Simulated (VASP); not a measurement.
# CaB2 (P6/mmm) in VASP: phonons with PBE

Aim: the phonons of CaB2 with PBE.

Program: VASP 6.6.1. These are calculated values, not measurements. Logs are shortened: lines on timing, memory, paths and dates and some standing lists are left out, and cuts for length are marked.

## (1) Starting point

The structure is hexagonal, space group P6/mmm (No. 191). Conventional cell: a = 3.226 Å, b = 3.226 Å, c = 4.067 Å, α = 90.00°, β = 90.00°, γ = 120.00°. Ca (site symmetry 6/mmm) has 12 B at 2.76 Å as nearest neighbours. B (site symmetry -6m2) is surrounded by 3 B at 1.86 Å.

The cell comes from a database or a generator and needn't be the stable form of this composition.

## (2) Phonons, PBE

Input file INCAR:

```
SYSTEM = CaB2
ALGO = Normal ; EDIFF = 1E-8
ENCUT = 520 ; GGA = PE
IBRION = 8 ; ISIF = 2
ISMEAR = -1 ; LASPH = .TRUE.
LCHARG = .FALSE. ; LREAL = .FALSE.
LWAVE = .FALSE. ; NBANDS = 15
NELM = 100 ; NSW = 1
PREC = Accurate ; SIGMA = 0.1
```

Input file KPOINTS:

```
k-points
0
G
  10 10 7
  0 0 0
```

Input file POSCAR:

```
CaB2
1.0
    3.2264300000      0.0000000000      0.0000000000
   -1.6132150000      2.7941710000      0.0000000000
    0.0000000000      0.0000000000      4.0673920000
Ca B
1 2
Direct
    0.0000000000      0.0000000000      0.0000000000
    0.3333333333      0.6666666667      0.5000000000
    0.6666666667      0.3333333333      0.5000000000
```

Potentials or basis: VASP PAW PBE potentials, release 64 (Ca_sv, B).

Started as:

```bash
cat potpaw_PBE.64/Ca_sv/POTCAR potpaw_PBE.64/B/POTCAR > POTCAR
mpirun -np 1 vasp_std > vasp.out
```

OUTCAR:

```text
SYSTEM = CaB2
   EDIFF = 1E-8
   ENCUT = 520
   GGA = PE
   IBRION = 8
   ISIF = 2
   ISMEAR = -1
   LASPH = .TRUE.
   LREAL = .FALSE.
   NELM = 100
   NSW = 1
   PREC = Accurate

 ion  position               nearest neighbor table
   1  0.000  0.000  0.000-
   2  0.333  0.667  0.500-   3 1.86   3 1.86   3 1.86
   3  0.667  0.333  0.500-   2 1.86   2 1.86   2 1.86

  LATTYP: Found a hexagonal cell.
 ALAT       =     3.2264300000
 C/A-ratio  =     1.2606478368

  Lattice vectors:

 A1 = (   3.2264300000,   0.0000000000,   0.0000000000)
 A2 = (  -1.6132150000,   2.7941710000,   0.0000000000)
 A3 = (   0.0000000000,   0.0000000000,   4.0673920000)

Analysis of symmetry for initial positions (statically):
=====================================================================
 Subroutine PRICEL returns:
 Original cell was already a primitive cell.

 Routine SETGRP: Setting up the symmetry group for a
 hexagonal supercell.

 Subroutine GETGRP returns: Found 24 space group operations
 (whereof 24 operations were pure point group operations)
 out of a pool of 24 trial point group operations.

The static configuration has the point symmetry D_6h.

Analysis of symmetry for dynamics (positions and initial velocities):
=====================================================================
 Subroutine PRICEL returns:
 Original cell was already a primitive cell.

 Routine SETGRP: Setting up the symmetry group for a
 hexagonal supercell.

 Subroutine GETGRP returns: Found 24 space group operations
 (whereof 24 operations were pure point group operations)
 out of a pool of 24 trial point group operations.

The dynamic configuration has the point symmetry D_6h.

 Subroutine INISYM returns: Found 24 space group operations
 (whereof 24 operations are pure point group operations),
 and found     1 'primitive' translations

----------------------------------------------------------------------------------------

                                     Primitive cell

  volume of cell :      36.6683

  direct lattice vectors                    reciprocal lattice vectors
     3.226430000  0.000000000  0.000000000     0.309940089  0.178943952  0.000000000
    -1.613215000  2.794171000  0.000000000     0.000000000  0.357887903  0.000000000
     0.000000000  0.000000000  4.067392000     0.000000000  0.000000000  0.245857788

  length of vectors
     3.226430000  3.226430569  4.067392000     0.357887966  0.357887903  0.245857788

  position of ions in fractional coordinates (direct lattice)
     0.000000000  0.000000000  0.000000000
     0.333333333  0.666666667  0.500000000
     0.666666667  0.333333333  0.500000000

  ion indices of the primitive-cell ions
   primitive index   ion index
                 1           1
                 2           2
                 3           3

----------------------------------------------------------------------------------------

 KPOINTS: k-points

Automatic generation of k-mesh.
[... 107 lines left out ...]

 Free energy of the ion-electron system (eV)
  ---------------------------------------------------
  ext. energy  EPLUGINS =         0.00000000
  ---------------------------------------------------
  free energy    TOTEN  =       -15.75562228 eV

  energy without entropy =      -15.72495525  energy(sigma->0) =      -15.74028876

 E-fermi :   4.6297     XC(G=0): -10.8128

 val. band max:        4.5398562525   @ k =   0.1000  -0.0000   0.2857
 cond. band min:       4.6732817344   @ k =   0.4000   0.2000   0.2857
 fundamental gap:      0.1334254820
 Fermi energy:         4.6297328665

 k-point     1 :       0.0000    0.0000    0.0000
  band No.  band energies     occupation
      1     -35.0720      2.00000
      2     -16.0708      2.00000
      3     -15.8642      2.00000
      4     -15.8642      2.00000
      5      -5.7680      2.00000
      6       2.8536      2.00000
      7       4.9994      0.04840
      8       4.9994      0.04840
      9       5.0616      0.02628
     10      10.0627      0.00000
     11      10.0627      0.00000
     12      10.9146      0.00000
     13      10.9146      0.00000
     14      11.5402      0.00000
[... 401 lines left out ...]
      2     -16.5848      2.00000
      3     -16.0727      2.00000
      4     -15.9282      2.00000
      5      -2.5834      2.00000
      6      -1.0546      2.00000
      7       2.7405      2.00000
      8       3.4399      1.99999
      9       5.5719      0.00016
     10       7.9202      0.00000
     11      10.2759      0.00000
     12      10.5324      0.00000
     13      11.9792      0.00000
     14      12.6188      0.00000
     15      13.1422      0.00000

 [... further k-points ...]

------------------------ aborting loop because EDIFF is reached ----------------------------------------

  FORCE on cell =-STRESS in cart. coord.  units (eV):
  Direction    XX          YY          ZZ          XY          YZ          ZX
  --------------------------------------------------------------------------------------
  -------------------------------------------------------------------------------------
  Total       -0.1033319     -0.1033319      0.1054751      0.0000000      0.0000000      0.0000000
  in kB       -4.5149583     -4.5149604      4.6086046      0.0000000      0.0000000      0.0000000
  external PRESSURE =      -1.4737714 kB  Pullay stress =       0.0000000 kB

 VOLUME and BASIS-vectors are now :
 -----------------------------------------------------------------------------
  energy-cutoff  :      520.00
  volume of cell :       36.67
      direct lattice vectors                 reciprocal lattice vectors
     3.226430000  0.000000000  0.000000000     0.309940089  0.178943952  0.000000000
    -1.613215000  2.794171000  0.000000000     0.000000000  0.357887903  0.000000000
     0.000000000  0.000000000  4.067392000     0.000000000  0.000000000  0.245857788

 POSITION                                       TOTAL-FORCE (eV/Angst)
 -----------------------------------------------------------------------------------
      0.00000      0.00000      0.00000         0.000000      0.000000     -0.000000
     -0.00000      1.86278      2.03370        -0.000000     -0.000000     -0.000000
      1.61322      0.93139      2.03370         0.000000      0.000000      0.000000
 -----------------------------------------------------------------------------------
    total drift:                               -0.000000      0.000000      0.000000

  FREE ENERGIE OF THE ION-ELECTRON SYSTEM (eV)
  ---------------------------------------------------
  free  energy   TOTEN  =       -15.7556222770 eV

  energy  without entropy=      -15.7249552465  energy(sigma->0) =      -15.74028876

[... ionic steps 2 to 3 ...]

--------------------------------------- Ionic step        4  -------------------------------------------

------------------------ aborting loop because EDIFF is reached ----------------------------------------
[... 11 lines left out ...]
[... ionic steps 8 to 8 ...]

--------------------------------------- Ionic step        9  -------------------------------------------

 Free energy of the ion-electron system (eV)
  ---------------------------------------------------
  ---------------------------------------------------
  free energy    TOTEN  =        -0.04211029 eV

  energy without entropy =       -0.04211029

------------------------ aborting loop because EDIFF is reached ----------------------------------------

 INTERNAL STRAIN TENSOR  FOR ION    2  DIRECTION 3   (eV/Angst):
 -----------------------------------------------------------------------------
    -0.00314  0.00000 -0.00000
     0.00000 -0.00314  0.00000
     0.00000  0.00000 -0.00023

 INTERNAL STRAIN TENSOR FOR ION    3 for displacements in x,y,z  (eV/Angst):
          X           Y           Z          XY          YZ          ZX
  --------------------------------------------------------------------------------
  x     0.00000     0.00000     0.00000    -2.65079     0.00000     0.00000
  y    -2.65079     2.65079     0.00000     0.00000     0.00000     0.00000
  z     0.00000     0.00000     0.00000     0.00000     0.00000    -0.00000

 SECOND DERIVATIVES (NOT SYMMETRIZED)
 ------------------------------------
               1X          1Y          1Z          2X          2Y          2Z          3X          3Y          3Z
  1X    -4.016447    0.000000    0.000000    2.008224    0.000000    0.000000    2.008224    0.000000    0.000000
  1Y     0.000000   -4.016449    0.000000    0.000000    2.008225    0.000000    0.000000    2.008225    0.000000
  1Z     0.000000    0.000000   -7.215027    0.000000   -0.000000    3.607514    0.000000   -0.000000    3.607514
  2X     2.000522    0.000000    0.000000   -3.321326    0.000000    0.000000    1.320804    0.000000    0.000000
  2Y     0.000000    2.000523    0.000000    0.000000   -3.321327    0.000000    0.000000    1.320805    0.000000
  2Z     0.000000    0.000000    3.600761    0.000000   -0.000000  -10.069832    0.000000    0.000000    6.469071
  3X     2.000522    0.000000    0.000000    1.320804    0.000000    0.000000   -3.321326    0.000000    0.000000
  3Y     0.000000    2.000523    0.000000    0.000000    1.320805    0.000000    0.000000   -3.321327    0.000000
  3Z     0.000000    0.000000    3.600761    0.000000    0.000000    6.469071    0.000000   -0.000000  -10.069832

 Eigenvectors and eigenvalues of the dynamical matrix
 ----------------------------------------------------

   1 f  =   19.336200 THz   121.492931 2PiTHz  644.986222 cm-1    79.968064 meV
             X         Y         Z           dx          dy          dz
      0.000000  0.000000  0.000000     0.000000    0.000000    0.000000
     -0.000000  1.862781  2.033696     0.000000    0.000000   -0.707107
      1.613215  0.931390  2.033696    -0.000000   -0.000000    0.707107
[... 43 lines left out ...]
   9 f/i=    0.007658 THz     0.048119 2PiTHz    0.255456 cm-1     0.031672 meV
             X         Y         Z           dx          dy          dz
      0.000000  0.000000  0.000000     0.000381   -0.805411    0.000000
     -0.000000  1.862781  2.033696     0.000198   -0.419114    0.000000
      1.613215  0.931390  2.033696     0.000198   -0.419114    0.000000

--------------------------------------------------------------------------------------------------------

 ELASTIC MODULI CONTR FROM IONIC RELAXATION (kBar)
 Direction    XX          YY          ZZ          XY          YZ          ZX
 --------------------------------------------------------------------------------
 XX        -132.2765    132.2766      0.0000      0.0000      0.0000     -0.0000
 YY         132.2766   -132.2767      0.0000     -0.0000     -0.0000      0.0000
 ZZ           0.0000      0.0000      0.0000      0.0000      0.0000      0.0000
 XY           0.0000     -0.0000      0.0000   -132.2766      0.0000     -0.0000
 YZ           0.0000     -0.0000      0.0000      0.0000     -0.0000      0.0000
 ZX          -0.0000      0.0000      0.0000     -0.0000      0.0000     -0.0000
 --------------------------------------------------------------------------------
```

Run time: 4.9 min. Hardware: 1 thread of Intel Xeon Platinum 8488C (Sapphire Rapids), shared host; peak memory 0.35 GiB.

What came out:

* Highest phonon frequency at Γ, LO-TO splitting left out: 645 cm⁻¹

Phonon frequencies in cm⁻¹ (negative: imaginary):
| q point | frequencies |
| --- | --- |
| (0.000, 0.000, 0.000) | 0 0 0 279 279 342 342 374 645 |
